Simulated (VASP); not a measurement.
# BaTiO3 (P4mm) in VASP: notebook

One crystal, BaTiO3, is run at these levels: PBE; tasks: relaxation of shape and atoms at fixed volume.

Everything below comes from runs of VASP 6.6.1. Logs are shortened: lines on timing, memory, paths and dates and some standing lists are left out, and cuts for length are marked.

**1. The crystal as given**

It takes space group P4mm (No. 99, tetragonal). Conventional cell: a = 3.998 Å, b = 3.998 Å, c = 4.154 Å, α = 90.00°, β = 90.00°, γ = 90.00°. Around Ba (site symmetry 4mm) lie 12 O at 2.81 to 2.96 Å. Ti (site symmetry 4mm) has 5 O at 1.84 to 2.01 Å as nearest neighbours. O (site symmetry 4mm) has 1 Ti at 1.84 Å as nearest neighbours. Around O (site symmetry 2mm) lie 2 Ti at 2.01 Å.

**2. Relaxation of shape and atoms at fixed volume, PBE**

The input, INCAR:

```
SYSTEM = BaTiO3
PREC = Accurate ; ENCUT = 300
EDIFF = 1E-7 ; ISMEAR = 0
SIGMA = 0.03 ; LREAL = .False.
LASPH = .True. ; NELM = 80
ALGO = Normal ; ISIF = 4
LWAVE = .False. ; LCHARG = .False.
GGA = PE ; IBRION = 2
NSW = 40 ; EDIFFG = -0.01
KPAR = 2
```

The input, KPOINTS:

```
regular mesh
0
Gamma
  4 4 4
  0 0 0
```

The input, POSCAR:

```
BaTiO3                                  
1.0
    3.9979255433      0.0000000000      0.0000000000
    0.0000000000      3.9979255433     -0.0000000000
    0.0000000000     -0.0000000000      4.1540454807
  Ba              Ti              O             
     1     1     3
Direct
     0.0000000000000000    0.0000000000000000    0.9945700298220147
     0.5000000000000000    0.5000000000000000    0.4767435513628115
     0.5000000000000000    0.5000000000000000    0.0347048149443065
     0.5000000000000000    0.0000000000000000    0.5184908019354367
     0.0000000000000000    0.5000000000000000    0.5184908019354367
```

Potentials or basis: VASP PAW PBE potentials, release 64 (Ba_sv, Ti_sv, O_s).

On the command line:

```sh
$ cat potpaw_PBE.64/Ba_sv/POTCAR potpaw_PBE.64/Ti_sv/POTCAR potpaw_PBE.64/O_s/POTCAR > POTCAR
$ mpirun -np 2 vasp_std > vasp.out
```

OUTCAR:

```text
SYSTEM = BaTiO3
   PREC = Accurate
   ENCUT = 300
   EDIFF = 1E-7
   ISMEAR = 0
   LREAL = .False.
   LASPH = .True.
   NELM = 80
   ISIF = 4
   GGA = PE
   IBRION = 2
   NSW = 40
   EDIFFG = -0.01

 ion  position               nearest neighbor table
   1  0.000  0.000  0.995-   4 2.81   5 2.81   5 2.81   4 2.81   3 2.83   3 2.83   3 2.83   3 2.83
                             4 2.96   5 2.96   5 2.96   4 2.96   2 3.46   2 3.46   2 3.46   2 3.46
   2  0.500  0.500  0.477-   3 1.84   4 2.01   5 2.01   4 2.01   5 2.01   3 2.32   1 3.46   1 3.46
                             1 3.46   1 3.46   1 3.55   1 3.55   1 3.55   1 3.55
   3  0.500  0.500  0.035-   2 1.84   2 2.32   1 2.83   1 2.83   1 2.83   1 2.83
   4  0.500  0.000  0.518-   2 2.01   2 2.01   1 2.81   1 2.81   1 2.96   1 2.96
   5  0.000  0.500  0.518-   2 2.01   2 2.01   1 2.81   1 2.81   1 2.96   1 2.96

  LATTYP: Found a simple tetragonal cell.
 ALAT       =     3.9979255433
 C/A-ratio  =     1.0390502364

  Lattice vectors:

 A1 = (   3.9979255433,   0.0000000000,   0.0000000000)
 A2 = (   0.0000000000,   3.9979255433,   0.0000000000)
 A3 = (   0.0000000000,   0.0000000000,   4.1540454807)

Analysis of symmetry for initial positions (statically):
=====================================================================
 Subroutine PRICEL returns:
 Original cell was already a primitive cell.

 Routine SETGRP: Setting up the symmetry group for a
 simple tetragonal supercell.

 Subroutine GETGRP returns: Found  8 space group operations
 (whereof  8 operations were pure point group operations)
 out of a pool of 16 trial point group operations.

The static configuration has the point symmetry C_4v.

Analysis of symmetry for dynamics (positions and initial velocities):
=====================================================================
 Subroutine PRICEL returns:
 Original cell was already a primitive cell.

 Routine SETGRP: Setting up the symmetry group for a
 simple tetragonal supercell.

 Subroutine GETGRP returns: Found  8 space group operations
 (whereof  8 operations were pure point group operations)
 out of a pool of 16 trial point group operations.

The dynamic configuration has the point symmetry C_4v.

 Subroutine INISYM returns: Found  8 space group operations
 (whereof  8 operations are pure point group operations),
 and found     1 'primitive' translations

----------------------------------------------------------------------------------------

                                     Primitive cell

  volume of cell :      66.3958

  direct lattice vectors                    reciprocal lattice vectors
     3.997925543  0.000000000  0.000000000     0.250129721  0.000000000  0.000000000
     0.000000000  3.997925543  0.000000000     0.000000000  0.250129721  0.000000000
     0.000000000  0.000000000  4.154045481     0.000000000  0.000000000  0.240729189

  length of vectors
     3.997925543  3.997925543  4.154045481     0.250129721  0.250129721  0.240729189

  position of ions in fractional coordinates (direct lattice)
     0.000000000  0.000000000  0.994570030
     0.500000000  0.500000000  0.476743551
     0.500000000  0.500000000  0.034704815
     0.500000000  0.000000000  0.518490802
     0.000000000  0.500000000  0.518490802

  ion indices of the primitive-cell ions
   primitive index   ion index
                 1           1
                 2           2
                 3           3
                 4           4
                 5           5

----------------------------------------------------------------------------------------

 KPOINTS: regular mesh

Automatic generation of k-mesh.
 Grid dimensions read from file:
 generate k-points for:    4    4    4

 Generating k-lattice:

  Cartesian coordinates                     Fractional coordinates (reciprocal lattice)
     0.062532430  0.000000000  0.000000000     0.250000000  0.000000000  0.000000000
     0.000000000  0.062532430  0.000000000     0.000000000  0.250000000  0.000000000
     0.000000000  0.000000000  0.060182297     0.000000000  0.000000000  0.250000000

  Length of vectors
     0.062532430  0.062532430  0.060182297

  Shift w.r.t. Gamma in fractional coordinates (k-lattice)
     0.000000000  0.000000000  0.000000000

 Subroutine IBZKPT returns following result:
 ===========================================

 Found     18 irreducible k-points:

 Following reciprocal coordinates:
            Coordinates               Weight
  0.000000  0.000000  0.000000      1.000000
  0.250000  0.000000  0.000000      4.000000
  0.500000  0.000000  0.000000      2.000000
  0.250000  0.250000  0.000000      4.000000
  0.500000  0.250000  0.000000      4.000000
  0.500000  0.500000  0.000000      1.000000
[... 10 lines left out ...]
  0.500000  0.250000  0.500000      4.000000
  0.500000  0.500000  0.500000      1.000000
   k-points           NKPTS =     18   k-points in BZ     NKDIM =     18   number of bands    NBANDS=     24
   number of dos      NEDOS =    301   number of ions     NIONS =      5
   total plane-waves  NPLWV =  13824
   dimension x,y,z NGX =    24 NGY =   24 NGZ =   24
   dimension x,y,z NGXF=    48 NGYF=   48 NGZF=   48
   ions per type =               1   1   3
   NGX,Y,Z   is equivalent  to a cutoff of   9.98,  9.98,  9.60 a.u.
   NGXF,Y,Z  is equivalent  to a cutoff of  19.96, 19.96, 19.21 a.u.
 SYSTEM =  BaTiO3
   PREC   = accura    normal or accurate (medium, high low for compatibility)
   ISTART =      0    job   : 0-new  1-cont  2-samecut
   ICHARG =      2    charge: 1-file 2-atom 10-const
   ISPIN  =      1    spin polarized calculation?
   LNONCOLLINEAR =      F non collinear calculations
   LSORBIT =      F    spin-orbit coupling
   LASPH  =      T    aspherical Exc in radial PAW
   ENCUT  =  300.0 eV  22.05 Ry    4.70 a.u.   5.65  5.65  5.87*2*pi/ulx,y,z
   NELM   =     80;   NELMIN=  2; NELMDL= -5     # of ELM steps
   EDIFF  = 0.1E-06   stopping-criterion for ELM
   LREAL  =      F    real-space projection
   EDIFFG = -.1E-01   stopping-criterion for IOM
   NSW    =     40    number of steps for IOM
   IBRION =      2    ionic relax: 0-MD 1-quasi-New 2-CG
   NFREE  =      1    steps in history (QN), initial steepest desc. (CG)
   ISIF   =      4    stress and relaxation
   ISYM   =      2    0-nonsym 1-usesym 2-fastsym
   POTIM  = 0.5000    time-step for ionic-motion
   TEBEG  =    0.0;   TEEND  =   0.0 temperature during run
   PSTRESS=    0.0 pullay stress
   NELECT =      40.0000    total number of electrons
   NUPDOWN=      -1.0000    fix difference up-down
   EMIN   =  10.00;   EMAX   =-10.00  energy-range for DOS
   EFERMI =   0.00;   METHOD = LEGACY
   ISMEAR =     0;   SIGMA  =   0.03  broadening in eV -4-tet -1-fermi 0-gaus
   EFERMI_NEDOS =   21; number of points for ismear=-14 and -15
   IALGO  =     38    algorithm
   IMIX   =      4    mixing-type and parameters
     AMIX     =   0.40;   BMIX     =  1.00
     AMIX_MAG =   1.60;   BMIX_MAG =  1.00
  volume/ion in A,a.u.               =      13.28        89.61
  Fermi-wavevector in a.u.,A,eV,Ry     =   1.382657  2.612844 26.010825  1.911742
  Thomas-Fermi vector in A             =   2.507328
   LORBIT       =      0    0 simple, 1 ext, 2 COOP (PROOUT), +10 PAW based schemes
   GGA     = PE    functional components
   LHFCALC =     F    Hartree Fock is set to
   AEXX    =    0.0000 exact exchange contribution
   IVDW    =     0    specifies the selected vdW correction
   LEPSILON=     F    determine dielectric tensor
   LRPA    =     F    only Hartree local field effects (RPA)
 conjugate gradient relaxation of ions
 non-spin polarized calculation
 Gauss-broadening in eV      SIGMA  =   0.03
  energy-cutoff  :      300.00
  volume of cell :       66.40
 maximum number of plane-waves:       812
 NGX is ok and might be reduce to    24
   NGX = 11   NGY = 11   NGZ = 11

 number of electron      40.0000006 magnetization

 Free energy of the ion-electron system (eV)
  ---------------------------------------------------
  ext. energy  EPLUGINS =         0.00000000
  ---------------------------------------------------
  free energy    TOTEN  =       -40.01350808 eV

  energy without entropy =      -40.01350808  energy(sigma->0) =      -40.01350808

 E-fermi :   4.2724     XC(G=0): -11.0637

 val. band max:        3.9911819651   @ k =   0.5000   0.5000   0.5000
 cond. band min:       5.7498634397   @ k =   0.0000   0.0000   0.0000
 fundamental gap:      1.7586814745
 Fermi energy:         4.2723610351

 k-point     1 :       0.0000    0.0000    0.0000
  band No.  band energies     occupation
      1     -52.6530      2.00000
      2     -28.9844      2.00000
      3     -28.8833      2.00000
      4     -28.8833      2.00000
      5     -21.1176      2.00000
      6     -12.9642      2.00000
[... 16 lines left out ...]
     23       6.2576      0.00000
     24       7.9311      0.00000

 k-point     2 :       0.2500    0.0000    0.0000
  band No.  band energies     occupation
      1     -52.6525      2.00000
      2     -28.9834      2.00000
      3     -28.9091      2.00000
      4     -28.8825      2.00000
      5     -21.0643      2.00000
      6     -13.0219      2.00000
[... 16 lines left out ...]
     23       6.7009      0.00000
     24       8.0450      0.00000

 k-point     3 :       0.5000    0.0000    0.0000
  band No.  band energies     occupation
      1     -52.6521      2.00000
      2     -28.9824      2.00000
      3     -28.9345      2.00000
      4     -28.8815      2.00000
      5     -21.0095      2.00000
      6     -13.1561      2.00000
[... 16 lines left out ...]
     23       7.4769      0.00000
     24       7.9918      0.00000
[... 352 lines left out ...]
 k-point    17 :       0.5000    0.2500    0.5000
  band No.  band energies     occupation
      1     -52.6511      2.00000
      2     -29.0132      2.00000
      3     -28.9309      2.00000
      4     -28.9051      2.00000
      5     -20.9277      2.00000
      6     -12.3809      2.00000
[... 16 lines left out ...]
     23       7.8354      0.00000
     24       9.9224      0.00000

 k-point    18 :       0.5000    0.5000    0.5000
  band No.  band energies     occupation
      1     -52.6506      2.00000
      2     -29.0119      2.00000
      3     -28.9295      2.00000
      4     -28.9295      2.00000
      5     -20.8947      2.00000
      6     -12.2899      2.00000
[... 16 lines left out ...]
     23       8.0332      0.00000
     24      10.0775      0.00000

------------------------ aborting loop because EDIFF is reached ----------------------------------------

  FORCE on cell =-STRESS in cart. coord.  units (eV):
  Direction    XX          YY          ZZ          XY          YZ          ZX
  --------------------------------------------------------------------------------------
  -------------------------------------------------------------------------------------
  Total        0.0083931      0.0083931      0.0561532      0.0000000     -0.0000000      0.0000000
  in kB        0.2025307      0.2025307      1.3550153      0.0000000     -0.0000000      0.0000000
  external PRESSURE =       0.5866922 kB  Pullay stress =       0.0000000 kB

 VOLUME and BASIS-vectors are now :
 -----------------------------------------------------------------------------
  energy-cutoff  :      300.00
  volume of cell :       66.40
      direct lattice vectors                 reciprocal lattice vectors
     3.997925543  0.000000000  0.000000000     0.250129721  0.000000000  0.000000000
     0.000000000  3.997925543  0.000000000     0.000000000  0.250129721  0.000000000
     0.000000000  0.000000000  4.154045481     0.000000000  0.000000000  0.240729189

 POSITION                                       TOTAL-FORCE (eV/Angst)
 -----------------------------------------------------------------------------------
      0.00000      0.00000      4.13149        -0.000000      0.000000      0.001059
      1.99896      1.99896      1.98041         0.000000      0.000000     -0.002570
      1.99896      1.99896      0.14417        -0.000000     -0.000000      0.002123
      1.99896      0.00000      2.15383        -0.000000      0.000000     -0.000306
      0.00000      1.99896      2.15383        -0.000000      0.000000     -0.000306
 -----------------------------------------------------------------------------------
    total drift:                                0.000000     -0.000000      0.000936

  FREE ENERGIE OF THE ION-ELECTRON SYSTEM (eV)
  ---------------------------------------------------
  free  energy   TOTEN  =       -40.0135080811 eV

  energy  without entropy=      -40.0135080811  energy(sigma->0) =      -40.01350808

 reached required accuracy - stopping structural energy minimisation
```

Wall time 6.3 s (2 MPI ranks of Intel Xeon Platinum 8488C (Sapphire Rapids), shared host); peak memory 0.13 GiB.

These settings aren't checked as converged: the numbers below hold their error.

Results:

| Quantity | Value |
| --- | --- |
| Free energy | -40.0135 eV |
| Band gap on the k mesh | 1.76 eV, indirect (least direct gap 2.27 eV) |

Caveat: the cutoff is under 1.25 times the usual one of these potentials, so pressure, stress and relaxed cells hold a basis-set (Pulay) error; the relaxation stopped at its first step, so nothing moved; spin-orbit coupling is left out, which moves the levels of the heavy elements.

(Part 1 of 2 ends here.)
